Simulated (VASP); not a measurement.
The system is GaCo.

```
Ga Co
1.0
     2.87800    0.00000    0.00000
     0.00000    2.87800    0.00000
     0.00000    0.00000    2.87800
Ga Co
1 1
Direct
  0.50000 0.50000 0.50000
  0.00000 0.00000 0.00000
```

```yaml
Program: VASP 6.6.1
Task: relaxation of cell and atoms
Functional: AM05
Dispersion: D4
Potentials_or_basis: VASP PAW PBE potentials, release 64 (Ga_h, Co)
Cutoff: 980 eV
k_mesh: 7 × 7 × 7
Occupations: gaussian, width 0.05 eV
Spin: collinear spin, ferromagnetic start, spin-orbit coupling
Starting_moments: "[[0.0, 0.0, 0.0], [0.0, 0.0, 2.0]] μB"
```

At the start: pressure -11.6 GPa; volume 11.92 Å³/atom.

**Question.** How do energy, volume and symmetry change on relaxing?

**Answer.** Over 3 steps the energy falls by 27.8 meV/atom and the volume is 11.20 Å³/atom (-6.0 %); space group Pm-3m (No. 221, to 0.05 Å); moment 0.12 μB per cell.

The path:
```csv
step,energy change (eV),largest force (eV/Å),pressure (GPa),volume (Å³)
1,0.0000,0.0000,-11.60,23.84
2,0.0107,0.0000,16.06,20.98
3,-0.0556,0.0000,-0.17,22.41
```

Final structure:
```
CELL_PARAMETERS angstrom
2.81919 0.00000 0.00000
0.00000 2.81919 0.00000
0.00000 0.00000 2.81918
ATOMIC_POSITIONS crystal
Ga 0.50000 0.50000 0.50000
Co 0.00000 0.00000 0.00000
```

Caveat: the PAW data sets were made with another functional, which shifts forces and pressure a little.
